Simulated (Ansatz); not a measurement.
# Ni: the cost of one run

Program: Ansatz 0.2.0. Level of theory: DFT PBE, scalar-relativistic, plane waves, PAW. These are calculated values, not measurements.

This is Ni in the bcc structure; at room conditions it is fcc.

3 further runs of the same task are left out: 2 that didn't finish, 1 set aside as unsound or not needed.

### 1 The starting structure

The structure is cubic, space group Im-3m (No. 229). The conventional cell has a = 2.767 Å, b = 2.767 Å, c = 2.767 Å, α = 90.00°, β = 90.00°, γ = 90.00°. Around Ni (site symmetry m-3m) lie 8 Ni at 2.40 Å.

As a file:

```
CELL_PARAMETERS angstrom
-1.38372 1.38372 1.38372
1.38372 -1.38372 1.38372
1.38372 1.38372 -1.38372
ATOMIC_POSITIONS crystal
Ni 0.00000 0.00000 0.00000
```

Source of the structure: the Materials Project (structure only).

(A quick probe on a coarse mesh, which set the mesh and smearing, is not shown.)

### 3 The relaxation

input.yaml

```yaml
crystal:
  lattice:
    - [-1.38371547, 1.38371547, 1.38371547]
    - [1.38371547, -1.38371547, 1.38371547]
    - [1.38371547, 1.38371547, -1.38371547]
  atoms:
    - { symbol: Ni, position: [0.0, 0.0, 0.0], spin: 0.59 }
basis:
  ecutwfc: 420
kpoints:
  mp_grid: { grid: [22, 22, 22] }
hamiltonian:
  xc: pbe
scf:
  occupations: { method: gaussian, width: 0.1 }
output:
  forces: true
  stress: true
  eigenvalues: true
  populations: true
magnetization:
  spin_polarized: true
relax:
  adjacent_minimum: "off"
  f_tol: 0.005
  max_steps: 80
  cell: { stress_tol: 0.05 }
```

Run with:

```sh
$ ansatz run input.yaml --threads 1 --pin off --max-ram 2560MiB --backend cpu --events-out ev --progress --plain --runs-dir out
```

Q: Estimate wall time and peak memory on 1 thread of AMD EPYC 9R45 (Zen 5), shared host.

About 21 s, with a peak of 0.45 GiB.
